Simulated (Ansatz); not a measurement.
Si in the diamond structure, relaxed with r2SCAN in the PAW code Ansatz. It is cubic, Fd-3m (No. 227); conventional cell a = 5.444 Å, 20.17 Å³ an atom. Si is surrounded by 4 Si at 2.36 Å.

The axes x, y and z are those of this cell:
```
CELL_PARAMETERS angstrom
0.00000 2.72212 2.72212
2.72212 0.00000 2.72212
2.72212 2.72212 0.00000
ATOMIC_POSITIONS crystal
Si 0.00000 0.00000 0.00000
Si 0.25000 0.25000 0.25000
```

Unstrained: The PBE gap is indirect, 0.583 eV (Γ to Γ–X (0.84 of the way from Γ)), below the direct gap of 2.557 eV at Γ. The r2SCAN gap is indirect, 0.770 eV (Γ to Γ–X (0.84 of the way from Γ)), below the direct gap of 2.739 eV at Γ. HSE06 gives an indirect gap of 1.144 eV, from Γ to Γ–X (0.84 of the way from Γ); the least direct gap is 3.312 eV at Γ. Meshes: PBE 8×8×8, r2SCAN 8×8×8, HSE06 6×6×6. Strains are changes of length per length. After each strain the atoms were relaxed again with r2SCAN within the symmetry that the strain leaves, so tilts or polar shifts that break it weren't tested; points keep the names that they have in the unstrained zone. Spin-unpolarised throughout; all numbers are computed.

**Question.** Apply isotropic -3.0 % on every length. How far does the gap move, against the unstrained cell?

**Answer.** PBE: the gap goes from 0.583 to 0.404 eV (-0.179 eV); the edges go from Γ → Γ–X (0.84) to Γ → Γ–X (0.85). r2SCAN: the gap goes from 0.770 to 0.596 eV (-0.174 eV); the edges go from Γ → Γ–X (0.84) to Γ → Γ–X (0.85). HSE06: the gap goes from 1.144 to 0.967 eV (-0.177 eV); the edges go from Γ → Γ–X (0.84) to Γ → Γ–X (0.85). The r2SCAN energy rises by 54.6 meV an atom.

**Question.** Estimate what uniaxial -5.0 % along [111], other directions held does to the gap.

**Answer.** PBE: the gap goes from 0.583 to 0.023 eV (-0.560 eV); the edges go from Γ → Γ–X (0.84) to Γ → X; so small a gap is at the limit of these settings; with r2SCAN the top three valence levels at Γ, degenerate before, become 1+2 from the top over 523 meV. r2SCAN: the gap goes from 0.770 to 0.185 eV (-0.585 eV); the edges go from Γ → Γ–X (0.84) to Γ → X. HSE06: the gap goes from 1.144 to 0.558 eV (-0.586 eV); the edges go from Γ → Γ–X (0.84) to Γ → X. The r2SCAN energy rises by 34.2 meV an atom.

**Question.** One strain changed the r2SCAN stress by xx -6.45, yy -2.08, zz -2.08 GPa (compression positive) and the gap by -0.138 eV (PBE), -0.154 eV (r2SCAN), -0.151 eV (HSE06). Which kind of strain was it, and roughly how large?

**Answer.** Uniaxial +4.0 % along x, other directions held. The pattern of the stress gives the kind; the size needs the stiffness, so it is an estimate.

**Question.** Estimate what epitaxial -4.0 % in the plane normal to [111], free normal strain +1.85 % does to the gap.

**Answer.** PBE: the gap goes from 0.583 to 0.061 eV (-0.522 eV); the edges go from Γ → Γ–X (0.84) to Γ → X; so small a gap is at the limit of these settings; with r2SCAN the top three valence levels at Γ, degenerate before, become 2+1 from the top over 709 meV. r2SCAN: the gap goes from 0.770 to 0.230 eV (-0.540 eV); the edges go from Γ → Γ–X (0.84) to Γ → X. HSE06: the gap goes from 1.144 to 0.603 eV (-0.541 eV); the edges go from Γ → Γ–X (0.84) to Γ → X. The r2SCAN energy rises by 49.8 meV an atom.

**Question.** Estimate what isotropic +0.5 % on every length does to the gap.

**Answer.** PBE: the gap goes from 0.583 to 0.610 eV (+0.027 eV). r2SCAN: the gap goes from 0.770 to 0.796 eV (+0.026 eV). HSE06: the gap goes from 1.144 to 1.170 eV (+0.026 eV). The r2SCAN energy rises by 1.3 meV an atom.

Where an edge lies off the special points, it is a point of the mesh or the k point where a search put PBE's edge or least direct gap, reused for the other functionals, whose own edges may lie a little apart.

The meshes of the hybrids are coarse, so their gaps aren't converged to the digits shown.

The splittings at Γ are without spin-orbit coupling, which regroups them where it is of like size or larger.
